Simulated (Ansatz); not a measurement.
# Zone-centre phonons of BN at 2 GPa: input and output

The calculation used DFT PBEsol, scalar-relativistic, plane waves, PAW in Ansatz 0.2.0.

Launched with:
```bash
ansatz run input.yaml --threads 1 --pin off --max-ram 3072MiB --backend cpu --events-out ev --progress --plain --runs-dir out
```

Input (bare energies are in eV):
```yaml
crystal:
  lattice:
    - [1.2499660108, 0.7216682128, 3.1836702902]
    - [-1.2499660108, 0.7216682128, 3.1836702902]
    - [0.0, -1.4433364256, 3.1836702903]
  atoms:
    - { symbol: B, position: [0.9997780802, 0.9997780802, 0.9997780802] }
    - { symbol: "N", position: [0.3326549198, 0.3326549198, 0.3326549198] }
basis:
  ecutwfc: 420
kpoints:
  mp_grid: { grid: [12, 12, 12] }
hamiltonian:
  xc: pbesol
scf:
  occupations: { method: fixed }
output:
  eigenvalues: true
phonons:
  method: dfpt
  dielectric: true
  rigid_motions: translations
  eigenvectors: true
```

The end of the output:
```
--- Phonons (Γ-DFPT): 4 representative perturbations + reference, on 476 of 1728 k-points (Σ response iterations 12) ---
  k mesh reduced under 2 symmetry operations, with k and −k counted as one. Each operation leaves every solved perturbation unchanged. A smaller set is not considered because the run solves the response ...
  ASR residual: 1.056e-4 → 0.000e0 eV/Å²; symmetrization residual: 7.224e-7 eV/Å²
  ASR residual per site (eV/Å²): 7.40e-5 1.06e-4
  Γ frequencies (cm⁻¹): 0.00 0.00 0.00 736.95 1372.35 1372.35
  ε∞ (high-frequency dielectric tensor):
        4.983605     0.000000     0.000000
        0.000000     4.983605    -0.000000
        0.000000    -0.000000     2.888115
  ε⁰ (static dielectric tensor: ions relaxed, cell fixed):
        6.793394    -0.000000     0.000000
        0.000000     6.793394    -0.000000
        0.000000    -0.000000     3.403887
  ε⁰ − ε∞ (ionic part):
        1.809789    -0.000000     0.000000
       -0.000000     1.809789    -0.000000
        0.000000    -0.000000     0.515772
  softest optical mode at Γ: 736.95 cm⁻¹; the repairs (sum rule, projections) moved no ω² at Γ by more than (1.47 cm⁻¹)²
  Born effective charges Z* (e; rows j = field, columns β = displacement):
    site 0:
         2.69858   -0.00000    0.00000
         0.00000    2.69858   -0.00000
         0.00000   -0.00000    0.77361
    site 1:
        -2.69858    0.00000   -0.00000
         0.00000   -2.69858    0.00000
         0.00000    0.00000   -0.77361
  Z* charge neutrality: 2.606e-6 e pre-enforcement
  k-mesh period / interband length: 30.0 Å / 1.40 Å = 21.44 at k = (0.0000, -0.5000, -0.5000), direct gap 5.359 eV — 14 or more, which is no proof of convergence
  optical modes at Γ without the LO–TO term, one row a degenerate level:
      ω (cm⁻¹) modes IR ((D/Å)²/amu)
        736.95      1             2.2630
       1372.35      2            55.0732
  optical modes at Γ + LO–TO along q̂ = [1.0000, 0.0000, 0.0000]:
      ω (cm⁻¹) modes IR ((D/Å)²/amu)
        736.95      1             2.2630
       1372.35      1            27.5366
       1602.27      1            27.5366
  optical modes at Γ + LO–TO along q̂ = [0.0000, 1.0000, 0.0000]:
      ω (cm⁻¹) modes IR ((D/Å)²/amu)
        736.95      1             2.2630
       1372.35      1            27.5366
       1602.27      1            27.5366
  optical modes at Γ + LO–TO along q̂ = [0.0000, 0.0000, 1.0000]:
      ω (cm⁻¹) modes IR ((D/Å)²/amu)
        800.05      1             2.2630
       1372.35      2            55.0732
```

It took 73 s on 1 thread of Intel(R) Xeon(R) Processor @ 2.50GHz (Skylake/Cascade Lake), with other jobs on the host, peak memory 0.54 GiB.

The crystal is built of layers and no dispersion correction was added, so the binding between them is poorly described, and with it their spacing and whatever depends on it.

This form isn't the usual stable structure of the compound at low pressure.